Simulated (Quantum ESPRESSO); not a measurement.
Input of a Quantum ESPRESSO 7.5 run:

pw.in

```
&CONTROL
  calculation = 'vc-relax'
  prefix = 'pwscf'
  outdir = './tmp'
  pseudo_dir = './pseudo'
  tprnfor = .true.
  tstress = .true.
  disk_io = 'low'
  nstep = 40
  forc_conv_thr = 0.0004
  etot_conv_thr = 1d-05
/
&SYSTEM
  ibrav = 0
  A = 2.88204594
  nat = 1
  ntyp = 1
  ecutwfc = 63
  ecutrho = 506
  nbnd = 12
  input_dft = 'pbesol'
  occupations = 'smearing'
  smearing = 'fd'
  degauss = 0.00367493
/
&ELECTRONS
  conv_thr = 2d-10
  electron_maxstep = 120
  mixing_beta = 0.5
/
&IONS
  ion_dynamics = 'bfgs'
/
&CELL
  cell_dynamics = 'bfgs'
  press = 50
  press_conv_thr = 0.3
/
ATOMIC_SPECIES
Nb    92.9064 Nb.pbe-spn-kjpaw_psl.0.3.0.UPF
CELL_PARAMETERS alat
  -0.5773502694    0.5773502694    0.5773502694
   0.5773502694   -0.5773502694    0.5773502694
   0.5773502694    0.5773502694   -0.5773502694
ATOMIC_POSITIONS alat
Nb     0.0000000000    0.0000000000    0.0000000000
K_POINTS automatic
11 11 11 0 0 0
```

Potentials or basis: SSSP 1.3 efficiency PBE.

Command:

```bash
$ OMP_NUM_THREADS=1 pw.x -in pw.in > pw.out
```

Q: Predict the relaxed cell.

A: a = 2.813 Å, b = 2.813 Å, c = 2.813 Å, α = 109.47°, β = 109.47°, γ = 109.47°.

Q: Predict the band gap on the k mesh.

A: None (metal or under the smearing width).

Q: Estimate the space group after relaxing (to 0.05 Å).

A: Im-3m (No. 229).

Q: Estimate the relaxed volume.

A: 17.14 Å³/atom.

Final structure:
```
Nb
1.0
    -1.62427    1.62427    1.62427
     1.62427   -1.62427    1.62427
     1.62427    1.62427   -1.62427
Nb
1
Direct
  0.00000 0.00000 0.00000
```

Caveat: the potentials were made for another functional, which shifts forces and pressure.
